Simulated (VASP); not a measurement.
# BN: convergence, self-consistent run

BN, R3m (no. 160), 2 atoms in the cell. PBE with TS; PAW potentials N, B (PBE set). VASP 6.6.1.

Wanted: energy within 2 meV/atom; pressure within 0.1 GPa.

POSCAR:
```
BN
1.0
    1.2511217832      0.7223354983      3.3729344033
   -1.2511217832      0.7223354983      3.3729344033
    0.0000000000     -1.4446709966      3.3729344033
N B
1 1
Direct
    0.6672382000      0.6672382000      0.6672382000
    0.0003288000      0.0003288000      0.0003288000
```

## Self-consistent screening

| Self-consistent screening | Energy less reference (meV/atom) | Pressure (GPa) | SCF iterations | Time (s) |
|---|---|---|---|---|
| default | 0.0 | 0.60 | 14 | 23 |
| SCSRAD = 30 | 0.0 | 0.60 | 14 | 14 |
| SCSRAD = 60 | 0.0 | 0.60 | 14 | 16 |
| LSCALER0 = F | 35.7 | 3.20 | 14 | 22 |

Chosen: default; SCSRAD = 30 would be accurate enough too and is faster here.

## The input

INCAR:
```
SYSTEM = BN
PREC = Accurate
ENCUT = 520
EDIFF = 1E-7
ISMEAR = 0
SIGMA = 0.02
LREAL = .False.
LASPH = .True.
ALGO = Normal
NELM = 100
ISIF = 2
LWAVE = .False.
LCHARG = .False.
IVDW = 2
LVDWSCS = .True.
```

KPOINTS:
```
k-points
0
Gamma
  9 9 9
```

Commands:
```
cat potpaw_PBE.64/N/POTCAR potpaw_PBE.64/B/POTCAR > POTCAR
mpirun -np 1 vasp_std > vasp.out
```

The chosen input took VASP 6.6.1 23 s on 1 core (Intel Xeon 6975P-C (Granite Rapids)), a shared host.
